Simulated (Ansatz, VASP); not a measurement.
**Two plane-wave programs on C**

Contents of INCAR:

```
ALGO = Normal
EDIFF = 1E-6
ENCUT = 520
GGA = PE
ISIF = 2
ISMEAR = 0
IVDW = 12
LASPH = True
LCHARG = True
LELF = True
LREAL = False
LVHAR = True
LWAVE = False
NBANDS = 11
NELM = 60
PREC = Accurate
SIGMA = 0.05
```

The input KPOINTS:

```
k-points
0
Gamma
  15 15 15
```

POSCAR

```
C
1.0
    1.2633109298      0.7293729054      3.4454225316
   -1.2633109298      0.7293729054      3.4454225316
    0.0000000000     -1.4587458108      3.4454225316
C
2
Direct
    0.1684797275      0.1684797275      0.1684797275
    0.8315202725      0.8315202725      0.8315202725
```

Input for Ansatz:

```yaml
crystal:
  lattice:
    - [1.2633109298, 0.7293729054, 3.4454225316]
    - [-1.2633109298, 0.7293729054, 3.4454225316]
    - [0.0, -1.4587458108, 3.4454225316]
  atoms:
    - { symbol: C, position: [0.1684797275, 0.1684797275, 0.1684797275] }
    - { symbol: C, position: [0.8315202725, 0.8315202725, 0.8315202725] }
basis:
  ecutwfc: 520.0
kpoints:
  mp_grid: { grid: [15, 15, 15] }
hamiltonian:
  xc: pbe
  dispersion: d3bj
scf:
  occupations: { method: gaussian, width: 0.05 }
output:
  forces: true
  stress: true
  eigenvalues: true
```

Change from the starting cell: mode 4 frozen in at +0.019 Å, equal normal strain along x, y and z +0.0250.

Alike in both runs: task single point; functional PBE; dispersion D3(BJ); k mesh 15 × 15 × 15; occupations gaussian, width 0.05 eV; no spin polarisation.

|  | VASP | Ansatz |
| --- | --- | --- |
| version | VASP 6.6.1 | Ansatz 0.2.0 |
| potentials or method | VASP PAW PBE potentials, release 64 (C) | scalar-relativistic, plane waves, PAW |
| plane-wave cutoff (eV) | 520 | 520 |
| valence electrons in the cell | 8 | 8 |

Ansatz gave:

```
gap on the k mesh at the Fermi level (eV)       : 0.53
least direct gap on the mesh (eV)               : 0.53
pressure (GPa)                                  : -18.8
largest component of the traceless stress (GPa) : 18.08
rms of the force components (eV/Å)              : 0.369
```

Q: Estimate VASP's values.

A: gap on the k mesh at the Fermi level (eV): 0.53; least direct gap on the mesh (eV): 0.53; pressure (GPa): -18.4; largest component of the traceless stress (GPa): 17.64; rms of the force components (eV/Å): 0.368.

Atom by atom the forces differ by 0.001 eV/Å (rms over components).

Caveats: so large a pressure means that the cell lies far from this level's equilibrium, or that cutoff or potentials fall short (VASP); an odd mesh through Γ misses points on the zone boundary, where band edges often lie.
